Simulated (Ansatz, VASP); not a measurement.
**Cross-check of Si (Silicon) between VASP and Ansatz**

Wanted: the spread between two codes on one cell, functional and k mesh. The cell is taken from a series of VASP runs on this material, whose earlier steps may have relaxed, scaled or displaced it; both programs get it as it stands.

Program: Ansatz 0.2.0. Level of theory: plane waves, with VASP 6.6.1 beside it; relaxation of cell and atoms at r2SCAN with rVV10 and relaxation of cell and atoms at RPBE. Results are calculated unless marked as measured.

### Step 1. Starting point

The structure is cubic, space group Fd-3m (No. 227). Conventional cell: a = 5.432 Å, b = 5.432 Å, c = 5.432 Å, α = 90.00°, β = 90.00°, γ = 90.00°. Nearest to Si lie 4 Si at 2.35 Å.

Structure file:

```
Si
1.0
     0.00000    2.71579    2.71579
     2.71579    0.00000    2.71579
     2.71579    2.71579    0.00000
Si
2
Cartesian
  4.0737 4.0737 4.0737
  2.7158 2.7158 2.7158
```

### Step 2. VASP: relaxation of cell and atoms, r2SCAN with rVV10

The relaxed volume is the usual yardstick between codes: its relative difference is about their pressure difference at one cell divided by the bulk modulus.

Lines of VASP's logs that name or quote its potential files are left out, and so is its time.

File INCAR:

```
SYSTEM = Si
PREC = Accurate
ENCUT = 450
EDIFF = 1E-06
NELM = 100
ISMEAR = 0
SIGMA = 0.03
LREAL = .FALSE.
ALGO = Normal
METAGGA = R2SCAN
LUSE_VDW = .TRUE.
IVDW_NL = 2
BPARAM = 11.95
CPARAM = 0.0093
LASPH = .TRUE.
NBANDS = 10
LORBIT = 11
LWAVE = .FALSE.
LCHARG = .FALSE.
KPAR = 8
IBRION = 2
NSW = 50
ISIF = 3
EDIFFG = -0.006
```

File POSCAR:

```
Si
1.0
    0.0000000000      2.7157913709      2.7157913709
    2.7157913709      0.0000000000      2.7157913709
    2.7157913709      2.7157913709      0.0000000000
Si
2
Direct
    0.7500000000      0.7500000000      0.7500000000
    0.5000000000      0.5000000000      0.5000000000
```

File KPOINTS:

```
Automatic mesh
0
Gamma
8 8 8
0 0 0
```

PAW data sets: Si (PBE family, release 64).

The run is started by

```bash
$ mpirun -np 8 vasp_std
```

Numbers of over 12 decimals in the logs are rounded to 6 here.

The program printed:

```text
[banner, memory and clock lines left out]
running    8 mpi-ranks, on    1 nodes
 distrk:  each k-point on    1 cores,    8 groups
 distr:  one band on    1 cores,    1 groups

 POSCAR found type information on POSCAR Si
 POSCAR found :  1 types and       2 ions
|                                                                             |
|           W    W    AA    RRRRR   N    N  II  N    N   GGGG   !!!           |
|           W    W   A  A   R    R  NN   N  II  NN   N  G    G  !!!           |
|           W    W  A    A  R    R  N N  N  II  N N  N  G       !!!           |
|           W WW W  AAAAAA  RRRRR   N  N N  II  N  N N  G  GGG   !            |
|           WW  WW  A    A  R   R   N   NN  II  N   NN  G    G                |
|           W    W  A    A  R    R  N    N  II  N    N   GGGG   !!!           |
|                                                                             |
|     For optimal performance we recommend to set                             |
|       NCORE = 2 up to number-of-cores-per-socket                            |
|     NCORE specifies how many cores store one orbital (NPAR=cpu/NCORE).      |
|     This setting can greatly improve the performance of VASP for DFT.       |
|     The default, NCORE=1 might be grossly inefficient on modern             |
|     multi-core architectures or massively parallel machines. Do your        |
|     Unfortunately you need to use the default for GW and RPA                |
|     calculations (for HF NCORE is supported but not extensively tested      |
|     yet).                                                                   |
|                                                                             |

|                                                                             |
|               ----> ADVICE to this user running VASP <----                  |
|                                                                             |
|     You have switched on vdW-DFT.                                           |
|     This routine was written and supplied by Jiri Klimes. We recommend      |
|     that you carefully read and cite the following publications:            |
|       J. Klimes, D.R. Bowler, A. Michelides                                 |
|          J. Phys.: Cond Matt. 22 022201 (2010)                              |
|       J. Klimes, D.R. Bowler, A. Michelides                                 |
|          Phys. Rev. B. 83, 195131 (2011)                                    |
|     and references therein.                                                 |
|                                                                             |

|                                                                             |
|               ----> ADVICE to this user running VASP <----                  |
|                                                                             |
|     You enforced a specific xc type in the INCAR file but a different       |
|     [... a line on the potential file left out ...]
|     I HOPE YOU KNOW WHAT YOU ARE DOING!                                     |
|                                                                             |

 LDA part: xc-table for (None), standard interpolation
 POSCAR, INCAR and KPOINTS ok, starting setup
 FFT: planning ... GRIDC
 FFT: planning ... GRID_SOFT
 FFT: planning ... GRID
 WAVECAR not read
 entering main loop
       N       E                     dE             d eps       ncg     rms          rms(c)
Total rVV10 correction in eV:      0.1203993    10.7363898
Total rVV10 correction in eV:      0.1203993    10.7363898
Total rVV10 correction in eV:      0.1203993    10.7363898
Total rVV10 correction in eV:      0.1203993    10.7363898
Total rVV10 correction in eV:      0.1203993    10.7363898
Total rVV10 correction in eV:      0.1203993    10.7363898
Total rVV10 correction in eV:      0.1203993    10.7363898
Total rVV10 correction in eV:      0.1203993    10.7363898
DAV:   1     0.101688986412E+01    0.10169E+01   -0.32601E+03   580   0.604E+02
DAV:   2    -0.180346756219E+02   -0.19052E+02   -0.18591E+02   832   0.895E+01
DAV:   3    -0.185709129115E+02   -0.53624E+00   -0.53473E+00   698   0.138E+01
DAV:   4    -0.185751472647E+02   -0.42344E-02   -0.42340E-02   750   0.156E+00
DAV:   5    -0.185751807371E+02   -0.33472E-04   -0.33472E-04   692   0.122E-01    0.606E+00
Total rVV10 correction in eV:      0.1270575    10.7363899
Total rVV10 correction in eV:      0.1270575    10.7363899
Total rVV10 correction in eV:      0.1270575    10.7363899
Total rVV10 correction in eV:      0.1270575    10.7363899
Total rVV10 correction in eV:      0.1270575    10.7363899
Total rVV10 correction in eV:      0.1270575    10.7363899
Total rVV10 correction in eV:      0.1270575    10.7363899
Total rVV10 correction in eV:      0.1270575    10.7363899
DAV:   6    -0.174085351846E+02    0.11666E+01   -0.13650E-01   648   0.230E+00    0.416E+00
Total rVV10 correction in eV:      0.1458657    10.7363899
Total rVV10 correction in eV:      0.1458657    10.7363899
Total rVV10 correction in eV:      0.1458657    10.7363899
Total rVV10 correction in eV:      0.1458657    10.7363899
Total rVV10 correction in eV:      0.1458657    10.7363899
Total rVV10 correction in eV:      0.1458657    10.7363899
Total rVV10 correction in eV:      0.1458657    10.7363899
Total rVV10 correction in eV:      0.1458657    10.7363899
DAV:   7    -0.174029225682E+02    0.56126E-02   -0.15894E-01   628   0.205E+00    0.318E-01
Total rVV10 correction in eV:      0.1437912    10.7363899
Total rVV10 correction in eV:      0.1437912    10.7363899
Total rVV10 correction in eV:      0.1437912    10.7363899
Total rVV10 correction in eV:      0.1437912    10.7363899
Total rVV10 correction in eV:      0.1437912    10.7363899
Total rVV10 correction in eV:      0.1437912    10.7363899
Total rVV10 correction in eV:      0.1437912    10.7363899
Total rVV10 correction in eV:      0.1437912    10.7363899
DAV:   8    -0.174017734872E+02    0.11491E-02   -0.60818E-03   622   0.454E-01    0.407E-01
Total rVV10 correction in eV:      0.1452657    10.7363899
Total rVV10 correction in eV:      0.1452657    10.7363899
Total rVV10 correction in eV:      0.1452657    10.7363899
Total rVV10 correction in eV:      0.1452657    10.7363899
Total rVV10 correction in eV:      0.1452657    10.7363899
Total rVV10 correction in eV:      0.1452657    10.7363899
Total rVV10 correction in eV:      0.1452657    10.7363899
Total rVV10 correction in eV:      0.1452657    10.7363899
DAV:   9    -0.174018399830E+02   -0.66496E-04   -0.31202E-04   718   0.150E-01    0.460E-02
Total rVV10 correction in eV:      0.1451510    10.7363899
Total rVV10 correction in eV:      0.1451510    10.7363899
Total rVV10 correction in eV:      0.1451510    10.7363899
Total rVV10 correction in eV:      0.1451510    10.7363899
Total rVV10 correction in eV:      0.1451510    10.7363899
Total rVV10 correction in eV:      0.1451510    10.7363899
Total rVV10 correction in eV:      0.1451510    10.7363899
Total rVV10 correction in eV:      0.1451510    10.7363899
DAV:  10    -0.174018543423E+02   -0.14359E-04   -0.66869E-06   668   0.206E-02    0.119E-02
Total rVV10 correction in eV:      0.1452183    10.7363899
Total rVV10 correction in eV:      0.1452183    10.7363899
Total rVV10 correction in eV:      0.1452183    10.7363899
Total rVV10 correction in eV:      0.1452183    10.7363899
Total rVV10 correction in eV:      0.1452183    10.7363899
Total rVV10 correction in eV:      0.1452183    10.7363899
Total rVV10 correction in eV:      0.1452183    10.7363899
Total rVV10 correction in eV:      0.1452183    10.7363899
DAV:  11    -0.174018570091E+02   -0.26669E-05   -0.10011E-06   518   0.748E-03    0.209E-03
Total rVV10 correction in eV:      0.1452137    10.7363899
Total rVV10 correction in eV:      0.1452137    10.7363899
Total rVV10 correction in eV:      0.1452137    10.7363899
Total rVV10 correction in eV:      0.1452137    10.7363899
Total rVV10 correction in eV:      0.1452137    10.7363899
Total rVV10 correction in eV:      0.1452137    10.7363899
Total rVV10 correction in eV:      0.1452137    10.7363899
Total rVV10 correction in eV:      0.1452137    10.7363899
DAV:  12    -0.174018570762E+02   -0.67015E-07   -0.45098E-08   320   0.151E-03
Total rVV10 correction in eV:      0.1452168    10.7363899
Total rVV10 correction in eV:      0.1452168    10.7363899
Total rVV10 correction in eV:      0.1452168    10.7363899
Total rVV10 correction in eV:      0.1452168    10.7363899
Total rVV10 correction in eV:      0.1452168    10.7363899
Total rVV10 correction in eV:      0.1452168    10.7363899
Total rVV10 correction in eV:      0.1452168    10.7363899
Total rVV10 correction in eV:      0.1452168    10.7363899
Total rVV10 correction in eV:      0.1452167    10.7363899
Total rVV10 correction in eV:      0.1452167    10.7363899
Total rVV10 correction in eV:      0.1452167    10.7363899
Total rVV10 correction in eV:      0.1452167    10.7363899
Total rVV10 correction in eV:      0.1452167    10.7363899
Total rVV10 correction in eV:      0.1452167    10.7363899
Total rVV10 correction in eV:      0.1452167    10.7363899
Total rVV10 correction in eV:      0.1452167    10.7363899
   1 F= -.17401857E+02 E0= -.17401857E+02  d E =-.174019E+02
 curvature:   0.00 expect dE= 0.000E+00 dE for cont linesearch  0.000E+00
 trial: gam= 0.00000 g(F)=  0.980E-46 g(S)=  0.141E-08 ort = 0.000E+00 (trialstep = 0.100E+01)
 search vector abs. value=  0.151E-08
 reached required accuracy - stopping structural energy minimisation
```

From OUTCAR (step 2):

```text
ion  position               nearest neighbor table
   1  0.750  0.750  0.750-   2 2.35   2 2.35   2 2.35   2 2.35
   2  0.500  0.500  0.500-   1 2.35   1 2.35   1 2.35   1 2.35

  LATTYP: Found a face centered cubic cell.
 ALAT       =     5.4315827418

 Subroutine GETGRP returns: Found 48 space group operations
 (whereof 24 operations were pure point group operations)

The static configuration has the point symmetry T_d .
 The point group associated with its full space group is O_h .

 Found     29 irreducible k-points:

   k-points           NKPTS =     29   k-points in BZ     NKDIM =     29   number of bands    NBANDS=     10

   dimension x,y,z NGX =    28 NGY =   28 NGZ =   28
   dimension x,y,z NGXF=    56 NGYF=   56 NGZF=   56

   ENCUT  =  450.0 eV  33.07 Ry    5.75 a.u.   6.64  6.64  6.64*2*pi/ulx,y,z

   NELECT =       8.0000    total number of electrons

 k-points in reciprocal lattice and weights: Automatic mesh
   0.00000000  0.00000000  0.00000000       0.002
   0.12500000  0.00000000  0.00000000       0.016
   0.25000000  0.00000000  0.00000000       0.016
   0.37500000  0.00000000  0.00000000       0.016
   0.50000000  0.00000000  0.00000000       0.008
   0.12500000  0.12500000  0.00000000       0.012
   0.25000000  0.12500000  0.00000000       0.047
   0.37500000  0.12500000  0.00000000       0.047
   0.50000000  0.12500000  0.00000000       0.047
[...]
-0.37500000  0.50000000  0.12500000       0.023
  -0.25000000  0.50000000  0.25000000       0.012

 average (electrostatic) potential at core
       1 -86.1701       2 -86.1701

 E-fermi :   5.9105

 k-point     1 :       0.0000    0.0000    0.0000
  band No.  band energies     occupation
      1      -6.8006      2.00000
      2       5.7331      2.00000
      3       5.7331      2.00000
      4       5.7331      2.00000
      5       8.4825      0.00000
      6       8.4825      0.00000
      7       8.4825      0.00000
      8       9.7096      0.00000
      9      13.8528      0.00000
    ...

 k-point     2 :       0.1250    0.0000    0.0000
  band No.  band energies     occupation
      1      -6.5855      2.00000
      2       4.0934      2.00000
      3       5.4273      2.00000
      4       5.4273      2.00000
      5       8.5216      0.00000
      6       8.9328      0.00000
      7       8.9328      0.00000
      8      11.0060      0.00000
      9      13.3671      0.00000
    ...

 k-point     3 :       0.2500    0.0000    0.0000
  band No.  band energies     occupation
      1      -5.9579      2.00000
      2       1.6554      2.00000
      3       4.9273      2.00000
      4       4.9273      2.00000
      5       8.0839      0.00000
      6       9.4824      0.00000
      7       9.4824      0.00000
      8      13.2697      0.00000
      9      13.3434      0.00000
    ...

  Total        0.0001394      0.0001394      0.0001394     -0.0000000     -0.0000000      0.0000000
  in kB        0.0055770      0.0055770      0.0055770     -0.0000000     -0.0000000      0.0000000
  external PRESSURE =       0.0055770 kB  Pullay stress =       0.0000000 kB

  energy-cutoff  :      450.00
  volume of cell :       40.06
      direct lattice vectors                 reciprocal lattice vectors
     0.000000000  2.715791371  2.715791371    -0.184108399  0.184108399  0.184108399
     2.715791371  0.000000000  2.715791371     0.184108399 -0.184108399  0.184108399
     2.715791371  2.715791371  0.000000000     0.184108399  0.184108399 -0.184108399

 POSITION                                       TOTAL-FORCE (eV/Angst)
 -----------------------------------------------------------------------------------
      4.07369      4.07369      4.07369         0.000000     -0.000000      0.000000
      2.71579      2.71579      2.71579        -0.000000      0.000000     -0.000000
 -----------------------------------------------------------------------------------
    total drift:                                0.000000      0.000000     -0.000000

  FREE ENERGIE OF THE ION-ELECTRON SYSTEM (eV)
  ---------------------------------------------------
  free  energy   TOTEN  =       -17.4018570762 eV

  energy  without entropy=      -17.4018570762  energy(sigma->0) =      -17.40185708

 reached required accuracy - stopping structural energy minimisation

 total charge
# of ion       s       p       d       tot
------------------------------------------
    1        0.744   0.964   0.000   1.708
    2        0.744   0.964   0.000   1.708
--------------------------------------------------
tot          1.489   1.927   0.000   3.416

[... 3 further parts left out ...]
```

[end of part 1 of 2]

[Lines on the potential files, build, host, timing and source positions are cut from VASP's logs without a mark.]

[Logs are printed without paths, hosts, clocks, repeated set-up lines and the standing remarks that a program may print on its own settings, such as how far it seeks lower states.]

[Hosts, paths, dates, database ids (printed as entryN), source tags and the programs' standing remarks are cut or masked in the printed files.]
